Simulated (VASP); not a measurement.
Write the native input for VASP 6.6.1 that does the following.

```
Task                   : single point
Functional             : revPBE
Dispersion             : D3(BJ)
Potentials or basis    : VASP PAW PBE potentials, release 64 (Tb_3), 4f in core
Cutoff                 : 520 eV
k mesh                 : 9 × 9 × 9
Occupations            : tetrahedron
Spin                   : collinear spin, typed start
Starting moments       : [6.0] μB
Dipole correction      : no
Further INCAR settings : ALGO = Normal; EDIFF = 1e-06; NBANDS = 14
```

The structure of Tb lies in POSCAR:

```
Tb
1.0
   -1.9689680785      1.9689680785      1.9689680785
    1.9689680785     -1.9689680785      1.9689680785
    1.9689680785      1.9689680785     -1.9689680785
Tb
1
Direct
    0.0000000000      0.0000000000      0.0000000000
```

This isn't the form of Tb at room conditions, which is hcp.

The input as run:

INCAR

```
SYSTEM = Tb
PREC = Accurate
ENCUT = 520
EDIFF = 1E-6
ISMEAR = -5
SIGMA = 0.1
LREAL = .FALSE.
LASPH = .TRUE.
NELM = 150
ALGO = Normal
ISIF = 2
LWAVE = .FALSE.
LCHARG = .TRUE.
ISPIN = 2
MAGMOM = 6
LORBIT = 11
LMAXMIX = 6
GGA = RE
IVDW = 12
LELF = .TRUE.
LVHAR = .TRUE.
NBANDS = 14
```

KPOINTS

```
Automatic mesh
0
G
  9 9 9
  0 0 0
```

Potentials or basis: VASP PAW PBE potentials, release 64 (Tb_3), 4f in core.

Run with:

```bash
$ cat potpaw_PBE.64/Tb_3/POTCAR > POTCAR
$ mpirun -np 1 vasp_std > vasp.out
```

It gave:

| Item | Value |
| --- | --- |
| Pressure | 0.4 GPa |
| Band gap on the k mesh | none (metal or under the smearing width) |
| Net moment | 0.38 μB per cell |
| Site moments | Tb +0.28 μB |
| Valence electrons inside the program's atomic spheres | Tb 7.88 |
| Dispersion energy per atom | -0.637 eV |

Caveat: the magnetic or orbital state may not be the lowest; the PAW data sets were made with another functional, which shifts forces and pressure a little; spin-orbit coupling is left out, which moves the levels of the heavy elements; the 4f electrons are frozen in the core as for a trivalent ion, so they carry no moment and show no levels; pairwise dispersion overbinds metals, which lowers pressure and volume; tetrahedron occupations give inexact forces and stress in metals.

Run time: 86 s on 1 thread of Intel(R) Xeon(R) Platinum 8259CL CPU @ 2.50GHz (Skylake/Cascade Lake) (shared host), peak memory 0.2 GiB.
